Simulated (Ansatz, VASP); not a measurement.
**Two plane-wave programs on AlN**

```
Al N
1.0
     0.00000    2.05925    1.98940
     2.05925    0.00000    1.98940
     2.05925    2.05925    0.00000
Al N
1 1
Direct
  0.00000 0.00000 0.00000
  0.50000 0.50000 0.50000
```

Change from the starting cell: epitaxial_xy strain +2.0%.

Alike in both runs: task single point; functional PBE; k mesh 10 × 10 × 10; occupations fermi-dirac, width 0.02 eV; no spin polarisation.

|  | VASP | Ansatz |
| --- | --- | --- |
| version | VASP 6.6.1 | Ansatz 0.2.0 |
| potentials or method | VASP PAW PBE potentials, release 64 (Al, N) | plane waves, PAW |
| plane-wave cutoff (eV) | 520 | 420 |
| valence electrons in the cell | 8 | 8 |

```tsv
	VASP	Ansatz	Ansatz less VASP
gap on the k mesh at the Fermi level (eV)	4.14	4.16	+0.024
pressure (GPa)	0.1	0.4	+0.27
largest component of the traceless stress (GPa)	6.19	6.22	+0.026
```

A k mesh can miss the band edges.
